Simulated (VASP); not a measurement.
# GaAs (F-43m) in VASP: a run that goes wrong, beside a sound one

A flawed run on GaAs and a sound one for comparison.

All numbers are computed with VASP 6.6.1; they aren't measurements. Logs are shortened: lines on timing, memory, paths and dates and some standing lists are left out, and cuts for length are marked.

**The experiment to reproduce.**

“Evidence of valence band perturbations in GaAsN/GaAs(001): A combined variable-angle spectroscopic ellipsometry and modulated photoreflectance investigation”, 2008, arxiv:0805.2212 reports, for a bulk crystal of GaAs at 300 K: band gap 1.418 ± 0.005 eV (direct).

The results are compared with them further down.

## Step 1: The structure

Symmetry: F-43m, No. 216, cubic system. The conventional cell has a = 5.654 Å, b = 5.654 Å, c = 5.654 Å, α = 90.00°, β = 90.00°, γ = 90.00°. As (site symmetry -43m) is surrounded by 4 Ga at 2.45 Å. Ga (site symmetry -43m) has 4 As at 2.45 Å as nearest neighbours.

## Step 2: A run with an altered input

INCAR reads:

```
SYSTEM = GaAs
PREC = Accurate ; ENCUT = 520
EDIFF = 1E-6 ; ISMEAR = -1
SIGMA = 0.05 ; LREAL = .FALSE.
LASPH = .TRUE. ; NELM = 58
ALGO = Normal ; ISIF = 2
LWAVE = .FALSE. ; LCHARG = .FALSE.
METAGGA = R2SCAN ; LMIXTAU = .TRUE.
NBANDS = 16 ; ISPIN = 2
NUPDOWN = 60
```

KPOINTS reads:

```
Automatic mesh
0
G
  6 6 6
  0 0 0
```

POSCAR reads:

```
GaAs
1.0
    0.0000000000      2.8268500000      2.8268500000
    2.8268500000      0.0000000000      2.8268500000
    2.8268500000      2.8268500000      0.0000000000
As Ga
1 1
Direct
    0.7500000000      0.7500000000      0.7500000000
    0.0000000000      0.0000000000      0.0000000000
```

KPOINTS_OPT reads:

```
path GXWKGLUWLK,UX
20
line-mode
reciprocal
 0.0000000000  0.0000000000  0.0000000000  G
 0.5000000000  0.0000000000  0.5000000000  X

 0.5000000000  0.0000000000  0.5000000000  X
 0.5000000000  0.2500000000  0.7500000000  W

 0.5000000000  0.2500000000  0.7500000000  W
 0.3750000000  0.3750000000  0.7500000000  K

 0.3750000000  0.3750000000  0.7500000000  K
 0.0000000000  0.0000000000  0.0000000000  G

 0.0000000000  0.0000000000  0.0000000000  G
 0.5000000000  0.5000000000  0.5000000000  L

 0.5000000000  0.5000000000  0.5000000000  L
 0.6250000000  0.2500000000  0.6250000000  U

 0.6250000000  0.2500000000  0.6250000000  U
 0.5000000000  0.2500000000  0.7500000000  W

 0.5000000000  0.2500000000  0.7500000000  W
 0.5000000000  0.5000000000  0.5000000000  L

 0.5000000000  0.5000000000  0.5000000000  L
 0.3750000000  0.3750000000  0.7500000000  K

 0.6250000000  0.2500000000  0.6250000000  U
 0.5000000000  0.0000000000  0.5000000000  X
```

Potentials or basis: VASP PAW PBE potentials, release 64 (As, Ga_d).

On the command line:

```sh
cat potpaw_PBE.64/As/POTCAR potpaw_PBE.64/Ga_d/POTCAR > POTCAR
mpirun -np 1 vasp_std > vasp.out
```

OUTCAR:

```text
SYSTEM = GaAs
   PREC = Accurate
   ENCUT = 520
   EDIFF = 1E-6
   ISMEAR = -1
   LREAL = .FALSE.
   LASPH = .TRUE.
   NELM = 58
   ISIF = 2
   METAGGA = R2SCAN
   ISPIN = 2
   NUPDOWN = 60

 ion  position               nearest neighbor table
   1  0.750  0.750  0.750-   2 2.45   2 2.45   2 2.45   2 2.45
   2  0.000  0.000  0.000-   1 2.45   1 2.45   1 2.45   1 2.45

  LATTYP: Found a face centered cubic cell.
 ALAT       =     5.6537000000
[... 142 lines left out ...]
   IBRION =     -1    ionic relax: 0-MD 1-quasi-New 2-CG
   NFREE  =      0    steps in history (QN), initial steepest desc. (CG)
   ISIF   =      2    stress and relaxation
   ISYM   =      2    0-nonsym 1-usesym 2-fastsym
   POTIM  = 0.5000    time-step for ionic-motion
   TEBEG  =    0.0;   TEEND  =   0.0 temperature during run
   PSTRESS=    0.0 pullay stress
   NELECT =      18.0000    total number of electrons
   NUPDOWN=      60.0000    fix difference up-down
   EMIN   =  10.00;   EMAX   =-10.00  energy-range for DOS
   EFERMI =   0.00;   METHOD = LEGACY
   ISMEAR =    -1;   SIGMA  =   0.05  broadening in eV -4-tet -1-fermi 0-gaus
   EFERMI_NEDOS =   21; number of points for ismear=-14 and -15
   IALGO  =     38    algorithm
   IMIX   =      4    mixing-type and parameters
     AMIX     =   0.40;   BMIX     =  1.00
     AMIX_MAG =   1.60;   BMIX_MAG =  1.00
  volume/ion in A,a.u.               =      22.59       152.44
  Fermi-wavevector in a.u.,A,eV,Ry     =   1.204628  2.276417 19.743799  1.451128
  Thomas-Fermi vector in A             =   2.340347
   LORBIT       =      0    0 simple, 1 ext, 2 COOP (PROOUT), +10 PAW based schemes
   METAGGA = R2SCAN    functional components
   LHFCALC =     F    Hartree Fock is set to
   AEXX    =    0.0000 exact exchange contribution
   IVDW    =     0    specifies the selected vdW correction
   LEPSILON=     F    determine dielectric tensor
   LRPA    =     F    only Hartree local field effects (RPA)
 spin polarized calculation
  energy-cutoff  :      520.00
  volume of cell :       45.18
 maximum number of plane-waves:      1243
 NGX is ok and might be reduce to    30
   NGX = 15   NGY = 15   NGZ = 15
```

On the terminal:

```text
POSCAR found type information on POSCAR AsGa
 POSCAR found :  2 types and       2 ions
[... 33 lines left out ...]
 WAVECAR not read
 entering main loop
```

Wall time 6 min (1 thread of Intel Xeon 6975P-C (Granite Rapids), shared host).

The run was cut off at its time limit. The input was made wrong on purpose: moment fixed beyond the electrons at hand (ISPIN = 2; NUPDOWN = 60).

## Step 3: Band structure, r2SCAN

INCAR reads:

```
SYSTEM = GaAs
  PREC = Accurate
  ENCUT = 520
  EDIFF = 1E-6
  ISMEAR = -1
  SIGMA = 0.05
  LREAL = .FALSE.
  LASPH = .TRUE.
  NELM = 100
  ALGO = Normal
  ISIF = 2
  LWAVE = .FALSE.
  LCHARG = .FALSE.
  METAGGA = R2SCAN
  LMIXTAU = .TRUE.
  NBANDS = 16
```

KPOINTS reads:

```
regular mesh
0
G
  6 6 6
  0 0 0
```

POSCAR is that of step 2.

KPOINTS_OPT is that of step 2.

Potentials or basis: VASP PAW PBE potentials, release 64 (As, Ga_d).

On the command line:

```sh
cat potpaw_PBE.64/As/POTCAR potpaw_PBE.64/Ga_d/POTCAR > POTCAR
mpirun -np 1 vasp_std > vasp.out
```

Run time: 2.6 min. Hardware: 1 thread of Intel Xeon 6975P-C (Granite Rapids), shared host; peak memory 0.19 GiB.

It converged, with:

```
Free energy             : -27.0356 eV
Pressure                : 0.6 GPa
Band gap on the k mesh  : 1.00 eV, direct
Band gap along the path : 1.00 eV, direct
```

Levels at the corners of the path, in eV from the valence-band top:
```tsv
point	band 7	band 8	band 9	band 10	band 11	band 12
Γ	0.00	0.00	0.00	1.00	4.04	4.04
X	-7.00	-2.78	-2.78	1.75	1.95	10.86
X	-7.00	-2.78	-2.78	1.75	1.95	10.86
W	-6.80	-3.64	-3.44	5.02	5.06	5.90
W	-6.80	-3.64	-3.44	5.02	5.06	5.90
K	-6.80	-3.97	-2.34	2.27	5.02	8.54
K	-6.80	-3.97	-2.34	2.27	5.02	8.54
Γ	0.00	0.00	0.00	1.00	4.04	4.04
Γ	0.00	0.00	0.00	1.00	4.04	4.04
L	-6.82	-1.19	-1.19	1.36	4.98	4.98
L	-6.82	-1.19	-1.19	1.36	4.98	4.98
U	-6.80	-3.97	-2.34	2.27	5.02	8.54
U	-6.80	-3.97	-2.34	2.27	5.02	8.54
W	-6.80	-3.64	-3.44	5.02	5.06	5.90
W	-6.80	-3.64	-3.44	5.02	5.06	5.90
L	-6.82	-1.19	-1.19	1.36	4.98	4.98
L	-6.82	-1.19	-1.19	1.36	4.98	4.98
K	-6.80	-3.97	-2.34	2.27	5.02	8.54
U	-6.80	-3.97	-2.34	2.27	5.02	8.54
X	-7.00	-2.78	-2.78	1.75	1.95	10.86
```

Caveat: the PAW data sets were made with another functional, which shifts forces and pressure a little.

## Step 4: Comparison with measurements

Step 3. Measured gap of GaAs: 1.418 eV (direct; 300 K; “Evidence of valence band perturbations in GaAsN/GaAs(001): A combined variable-angle spectroscopic ellipsometry and modulated photoreflectance investigation”, 2008, arxiv:0805.2212). This calculation gives 1.00 eV (-0.42 eV). 3 values of this kind are on record (1.412 to 1.51 eV); this one was drawn at random among those near their median, those with a stated uncertainty first. Spin-orbit coupling on As, Ga is left out. The value is that of r2SCAN, without temperature or zero-point motion.
